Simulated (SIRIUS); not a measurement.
The system is Zr.

```
CELL_PARAMETERS angstrom
3.23200 0.00000 0.00000
-1.61600 2.79899 0.00000
0.00000 0.00000 5.14700
ATOMIC_POSITIONS crystal
Zr 0.66667 0.33333 0.75000
Zr 0.33333 0.66667 0.25000
```

Base run:

| Item | Value |
| --- | --- |
| Program | SIRIUS 7.12.0 |
| Functional | PBEsol |
| Potentials or basis | PseudoDojo 0.4.1 PBE standard (scalar relativistic) |
| Cutoff | 915 eV |
| Density cutoff | 3659 eV |
| k mesh | 9 × 9 × 5 |
| Occupations | fermi-dirac, width 0.05 eV |
| Spin | no spin polarisation |

Its results: band gap on the k mesh none (metal or under the smearing width); pressure -3.2 GPa.

Problem. After a change of settings the same cell gave: band gap on the k mesh none (metal or under the smearing width); pressure 2.2 GPa. Which change was it?
A. functional from PBEsol to LDA; libxc names from ["XC_GGA_X_PBE_SOL", "XC_GGA_C_PBE_SOL"] to ["XC_LDA_X", "XC_LDA_C_PW"]
B. functional from PBEsol to BLYP; libxc names from ["XC_GGA_X_PBE_SOL", "XC_GGA_C_PBE_SOL"] to ["XC_GGA_X_B88", "XC_GGA_C_LYP"]
C. functional from PBEsol to AM05; libxc names from ["XC_GGA_X_PBE_SOL", "XC_GGA_C_PBE_SOL"] to ["XC_GGA_X_AM05", "XC_GGA_C_AM05"]
D. functional from PBEsol to revPBE; libxc names from ["XC_GGA_X_PBE_SOL", "XC_GGA_C_PBE_SOL"] to ["XC_GGA_X_PBE_R", "XC_GGA_C_PBE"]

Solution. D.

Caveats: the potentials were made for another functional, which shifts forces and pressure.

Runs at the PBE level aren't shown here.
